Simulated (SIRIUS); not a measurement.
# BP in SIRIUS: the effect of functional

Crystal: BP.

```
CELL_PARAMETERS angstrom
3.19814 0.00000 0.00000
-1.59907 2.76967 0.00000
0.00000 0.00000 6.97390
ATOMIC_POSITIONS crystal
B 0.66667 0.33333 0.00000
B 0.33333 0.66667 0.50000
P 0.33333 0.66667 0.00000
P 0.00000 0.00000 0.50000
```

The cell was built by a generator and needn't be a form met in nature.

Alike in all runs:

- Program: SIRIUS 7.10.0
- Task: single point
- Potentials or basis: PseudoDojo 0.4.1 PBE standard (scalar relativistic)
- Cutoff: 1054 eV
- Density cutoff: 4214 eV
- k mesh: 7 × 7 × 3
- Occupations: fermi-dirac, width 0.05 eV
- Spin: no spin polarisation

**Question.** One run gave: gap on the mesh 0.95 eV; pressure 4.0 GPa. Which functional did it use?
A. B97-D
B. AM05
C. PW91
D. LDA
E. SOGGA11

**Answer.** A.

```csv
functional,gap on the mesh (eV),pressure (GPa)
LDA,0.79,0.9
PBEsol,0.80,1.2
RPBE,0.88,3.6
revPBE,0.87,3.3
BLYP,0.92,6.0
PW91,0.85,2.6
AM05,0.81,1.5
SOGGA11,0.75,-0.4
B97-D,0.95,4.0
XLYP,0.93,6.3
```

Caveats: the potentials were made for another functional, which shifts forces and pressure; an odd mesh through Γ misses points on the zone boundary, where band edges often lie; this functional lacks dispersion, which binds the layers, so the pressure and a relaxed spacing across them are unreliable (some runs).

Runs at the PBE level aren't shown here.
